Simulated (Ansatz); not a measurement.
Method: DFT PBE, scalar-relativistic, plane waves, PAW (Ansatz). All cells share a 420 eV cutoff and Γ-centred k meshes spaced at most about 0.3 Å⁻¹ (about 0.25 or finer for metals, 2π included). No spin polarisation.

These are static total energies at zero pressure.

Question: Which of these relaxed structures of Ga₃O₄ is the lowest in energy?
A.

```xyz
14
Lattice="0.0000 4.3061 4.3061 4.3061 0.0000 4.3061 4.3061 4.3061 0.0000" Properties=species:S:1:pos:R:3 pbc="T T T"
Ga    6.4592    6.4592    6.4592
Ga    4.3061    4.3061    4.3061
Ga    3.2296    1.0765    3.2296
Ga    3.2296    3.2296    1.0765
Ga    1.0765    1.0765    1.0765
Ga    1.0765    3.2296    3.2296
O     7.6435    7.6435    7.6435
O     3.1218    3.1218    3.1218
O     5.4905    3.1218    5.4905
O     3.1218    5.4905    5.4905
O     5.2749    7.6435    5.2749
O     7.6435    5.2749    5.2749
O     5.2749    5.2749    7.6435
O     5.4905    5.4905    3.1218
```

B.

```xyz
7
Lattice="4.5694 0.0000 0.0000 0.0000 4.5694 0.0000 0.0000 0.0000 4.5694" Properties=species:S:1:pos:R:3 pbc="T T T"
Ga    0.0000    0.0000    2.2847
Ga    2.2847    0.0000    0.0000
Ga    0.0000    2.2847    0.0000
O     3.5054    3.5054    3.5054
O     1.0640    1.0640    3.5054
O     1.0640    3.5054    1.0640
O     3.5054    1.0640    1.0640
```

C.

```xyz
7
Lattice="5.7389 -1.5118 0.0000 5.7389 1.5118 0.0000 -2.1068 0.0000 4.6812" Properties=species:S:1:pos:R:3 pbc="T T T"
Ga    2.6253    0.0000    1.2869
Ga    6.7456    0.0000    3.3943
Ga    0.0000    0.0000    0.0000
O     9.4898    0.0000    0.7473
O     2.5425    0.0000    3.2279
O    -0.1188    0.0000    3.9338
O     6.8284    0.0000    1.4533
```

Answer: A. The next of these, B, lies 29 meV/atom higher. Forms: A Fd-3m; B P-43m; C C2/m. Counting O atoms around Ga (those within 1.25 times the shortest such distance or 1.15 times the sum of covalent radii, 1.27 where that leaves under three; a plus sign parts nearer from farther groups; a slash parts the counts of unlike sites): A has Ga 4/6; B has Ga 4; C has Ga 2+4/6. All come from invented guesses. The lowest form computed isn't among them: it has space group R-3m (No. 166), 13.4 Å³/atom and lies 6 meV/atom below the best shown.

The k mesh leaves some 4 meV/atom of noise in the energy of each metallic cell. In P-43m, C2/m an odd number of electrons in the primitive cell allows no gap without spin; a larger cell or a magnetic state could open one. A magnetic state wasn't ruled out in cells without spin, among them Fd-3m, P-43m, C2/m. Cells relaxed within their symmetry can be saddle points. Some candidate types were left out of the draw beforehand, so a known form may be missing.
